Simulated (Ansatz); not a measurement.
# MoS2: the cost of one run

Computed with Ansatz 0.2.0 (DFT PBE+U (U = 4 eV, J = 0.9 eV on Mo d), plane waves, PAW, unless a step's input says otherwise).

2 further runs of the same task are left out: 2 that didn't finish.

## (1) Starting point

The structure is trigonal, space group R3m (No. 160). The conventional cell has a = 3.163 Å, b = 3.163 Å, c = 18.370 Å, α = 90.00°, β = 90.00°, γ = 120.00°. Mo (site symmetry 3m) has 6 S at 2.36 Å as nearest neighbours. Around S (site symmetry 3m) lie 3 Mo at 2.36 Å.

Coordinates:

```cif
data_structure
_symmetry_space_group_name_H-M 'P 1'
_symmetry_Int_Tables_number 1
_cell_length_a 6.3898
_cell_length_b 6.3898
_cell_length_c 12.7797
_cell_angle_alpha 28.660
_cell_angle_beta 28.660
_cell_angle_gamma 28.660
_cell_volume 106.11
loop_
_atom_site_label
_atom_site_type_symbol
_atom_site_fract_x
_atom_site_fract_y
_atom_site_fract_z
_atom_site_occupancy
Mo1 Mo 0.00000 0.00000 0.00000 1
S1 S 0.74840 0.74840 0.37420 1
S2 S 0.58490 0.58490 0.29245 1
Mo2 Mo 0.00000 0.00000 0.50000 1
S3 S 0.74840 0.74840 0.87420 1
S4 S 0.58490 0.58490 0.79245 1
```

An earlier series on this cell reached its lowest free state from «antiferromagnetic site moments held at first, then free», perhaps among other starts (it ended without moments).

## (2) Ferromagnetic start, free, default search

File input.yaml:

```yaml
crystal:
  lattice:
    - [1.58149989, 0.91307939, 6.12332821]
    - [-1.58149989, 0.91307939, 6.12332821]
    - [0.0, -3.65231756, 12.24665642]
  atoms:
    - { symbol: Mo, position: [0.0, 0.0, 0.0], spin: 2.0 }
    - { symbol: S, position: [0.7484, 0.7484, 0.3742] }
    - { symbol: S, position: [0.5849, 0.5849, 0.29245] }
    - { symbol: Mo, position: [0.0, 0.0, 0.5], spin: 2.0 }
    - { symbol: S, position: [0.7484, 0.7484, 0.8742] }
    - { symbol: S, position: [0.5849, 0.5849, 0.79245] }
basis:
  ecutwfc: 420
  ecutrho_ratio: 4
kpoints:
  mp_grid: { grid: [7, 7, 4] }
hamiltonian:
  xc: pbe
  hubbard:
    sites:
      - { site: 0, l: d, u: 4.0, j: 0.9 }
      - { site: 3, l: d, u: 4.0, j: 0.9 }
scf:
  occupations: { method: gaussian, width: 0.05 }
output:
  forces: true
  stress: true
  eigenvalues: true
  populations: true
  hubbard: { sites: [{ site: 0, l: d }, { site: 3, l: d }] }
magnetization:
  spin_polarized: true
```

Launch:

```bash
> ansatz run input.yaml --threads 4 --pin off --max-ram 6144MiB --backend cpu --events-out ev --progress --plain --runs-dir out
```

What time and memory should one allow on 4 threads of Arm Neoverse V1, shared host?

About 90 s, with a peak of 1.2 GiB.
